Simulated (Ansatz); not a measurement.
## Nudged elastic band run: Ca8F15, charge -1

The input (input.yaml):

```yaml
crystal:
  lattice:
    - [0.0, 5.2812, 5.2812]
    - [5.2812, 0.0, 5.2812]
    - [5.2812, 5.2812, 0.0]
  atoms:
    - { symbol: Ca, position: [-0.00215202, -0.00329208, -0.00271922] }
    - { symbol: F, position: [0.12569811, 0.12439345, 0.12501324] }
    - { symbol: F, position: [0.37557002, 0.37451149, 0.3750122] }
    - { symbol: Ca, position: [-0.002251, -0.00331808, 0.50845751] }
    - { symbol: F, position: [0.13204641, 0.13094109, 0.61876531] }
    - { symbol: F, position: [0.37606778, 0.37506618, 0.87458191] }
    - { symbol: Ca, position: [-0.00219038, 0.50781723, -0.00264546] }
    - { symbol: F, position: [0.13191486, 0.61808711, 0.13155244] }
    - { symbol: F, position: [0.37598478, 0.87397472, 0.37572687] }
    - { symbol: Ca, position: [-0.00041619, 0.49982389, 0.50043645] }
    - { symbol: F, position: [0.13200341, 0.61801666, 0.61867706] }
    - { symbol: F, position: [0.37617916, 0.87381545, 0.87462509] }
    - { symbol: Ca, position: [0.5089065, -0.0032937, -0.00268065] }
    - { symbol: F, position: [0.61915409, 0.13083177, 0.1315136] }
    - { symbol: F, position: [0.87512699, 0.37484894, 0.37562491] }
    - { symbol: Ca, position: [0.50087929, -0.00152822, 0.50043706] }
    - { symbol: F, position: [0.61903691, 0.13093489, 0.6187003] }
    - { symbol: F, position: [0.87502384, 0.37502319, 0.8746604] }
    - { symbol: Ca, position: [0.50092411, 0.49976884, -0.0008457] }
    - { symbol: F, position: [0.61911742, 0.6180672, 0.13162957] }
    - { symbol: F, position: [0.87503295, 0.87399346, 0.3756281] }
    - { symbol: Ca, position: [0.50087065, 0.49979742, 0.50043163] }
    - { symbol: F, position: [0.62564105, 0.62442959, 0.62505368] }
total_charge: -1
basis:
  ecutwfc: 420.0
kpoints:
  mp_grid: { grid: [2, 2, 2] }
hamiltonian:
  xc: lda
  pseudopotentials: { kind: paw, azcp: { folder: soft_1 } }
scf:
  occupations: { method: gaussian, width: 0.02 }
  lower_state_search: "off"
neb:
  images: 7
  f_tol: 0.03
  initial_path: idpp
  max_iterations: 47
  final_atoms:
    - { symbol: Ca, position: [0.00284966, -0.00854899, 0.00284966] }
    - { symbol: F, position: [0.12546217, 0.12453783, 0.12546217] }
    - { symbol: F, position: [0.38110726, 0.36889274, 0.38110726] }
    - { symbol: Ca, position: [0.00125704, -0.00041901, 0.49958099] }
    - { symbol: F, position: [0.12546217, 0.12453783, 0.62453783] }
    - { symbol: F, position: [0.38110726, 0.36889274, 0.86889274] }
    - { symbol: Ca, position: [0.00284966, 0.50284966, 0.00284966] }
    - { symbol: F, position: [-0.13110726, 0.88110726, -0.13110726] }
    - { symbol: F, position: [0.375, 0.875, 0.375] }
    - { symbol: Ca, position: [0.00284966, 0.50284966, 0.49145101] }
    - { symbol: F, position: [0.12546217, 0.62546217, 0.62453783] }
    - { symbol: F, position: [0.38110726, 0.88110726, 0.86889274] }
    - { symbol: Ca, position: [0.49958099, -0.00041901, 0.00125704] }
    - { symbol: F, position: [0.62453783, 0.12453783, 0.12546217] }
    - { symbol: F, position: [0.86889274, 0.36889274, 0.38110726] }
    - { symbol: Ca, position: [0.49958099, -0.00041901, 0.49958099] }
    - { symbol: F, position: [0.625, 0.125, 0.625] }
    - { symbol: F, position: [0.875, 0.375, 0.875] }
    - { symbol: Ca, position: [0.49145101, 0.50284966, 0.00284966] }
    - { symbol: F, position: [0.62453783, 0.62546217, 0.12546217] }
    - { symbol: F, position: [0.86889274, 0.88110726, 0.38110726] }
    - { symbol: Ca, position: [0.49958099, 0.50125704, 0.49958099] }
    - { symbol: F, position: [0.62453783, 0.62546217, 0.62453783] }
  order_check: true
```

Run as:

```bash
$ ansatz run input.yaml --threads 2 --pin off --max-ram 5120MiB --backend cpu --events-out ev --progress --plain --runs-dir out
```

Output, in part (warnings, iteration lines):

```
NEB end point (image 0): max|allowed force component| = 1.290e-2 eV/Å (the criterion of neb.relax_end_points is 1.000e-2)
NEB end point (image 8): max|allowed force component| = 1.869e-2 eV/Å (the criterion of neb.relax_end_points is 1.000e-2)
NEB iter   1: max|band force component| = 1.081e0 eV/Å  barrier→ = 1.9946 eV  barrier← = 1.9944 eV  Δτ_max = 0.0972 Å  (98 SCF iters)
NEB iter   2: max|band force component| = 6.068e-1 eV/Å  barrier→ = 1.9050 eV  barrier← = 1.9048 eV  Δτ_max = 0.1977 Å  (56 SCF iters)
NEB iter   3: max|band force component| = 7.784e-1 eV/Å  barrier→ = 1.7780 eV  barrier← = 1.7778 eV  Δτ_max = 0.1972 Å  (57 SCF iters)
NEB iter   4: max|band force component| = 1.006e0 eV/Å  barrier→ = 1.6062 eV  barrier← = 1.6060 eV  Δτ_max = 0.1970 Å  (59 SCF iters)
NEB iter   5: max|band force component| = 8.488e-1 eV/Å  barrier→ = 1.4035 eV  barrier← = 1.4034 eV  Δτ_max = 0.1976 Å  (57 SCF iters)
NEB iter   6: max|band force component| = 4.633e-1 eV/Å  barrier→ = 1.2508 eV  barrier← = 1.2506 eV  CI = image 4  Δτ_max = 0.1998 Å  (57 SCF iters)
NEB iter   7: max|band force component| = 2.435e-1 eV/Å  barrier→ = 1.1939 eV  barrier← = 1.1938 eV  CI = image 4  Δτ_max = 0.0301 Å  (47 SCF iters)
NEB iter   8: max|band force component| = 7.528e-2 eV/Å  barrier→ = 1.1835 eV  barrier← = 1.1833 eV  CI = image 4  Δτ_max = 0.0173 Å  (45 SCF iters)
NEB iter   9: max|band force component| = 3.315e-2 eV/Å  barrier→ = 1.1819 eV  barrier← = 1.1818 eV  CI = image 4  Δτ_max = 0.0052 Å  (41 SCF iters)
NEB iter  10: max|band force component| = 8.749e-3 eV/Å  barrier→ = 1.1811 eV  barrier← = 1.1810 eV  CI = image 4  Δτ_max = 0.0000 Å  (291 SCF iters)
```

The forces met the threshold. By the program's own check the climbing image is a first-order saddle point (lowest curvatures found: -0.34 and 1.46 eV/Å²). Limits of this set-up: PAW files made for another functional, charged cell in a uniform background, uncorrected.

Final band (atoms are numbered from 1 in the order of the input):

```tsv
image	path coordinate (Å)	energy (eV)	F8–Ca10 (Å)	F8–Ca19 (Å)	Ca4–F8 (Å)
0	0.00	0.00	2.25	2.25	4.39
1	0.54	0.31	2.18	2.73	4.26
2	1.08	0.79	2.18	3.31	4.20
3	1.62	1.10	2.30	3.80	4.18
4	2.16	1.18	2.62	4.11	4.11
5	2.70	1.10	3.07	4.18	3.80
6	3.23	0.79	3.53	4.20	3.31
7	3.77	0.31	3.99	4.26	2.73
8	4.31	0.00	4.39	4.39	2.25
```

Run time: 9.7 min on 2 threads of AMD EPYC 7B13 (Zen 3), with other jobs on the host, peak memory 1.6 GiB.
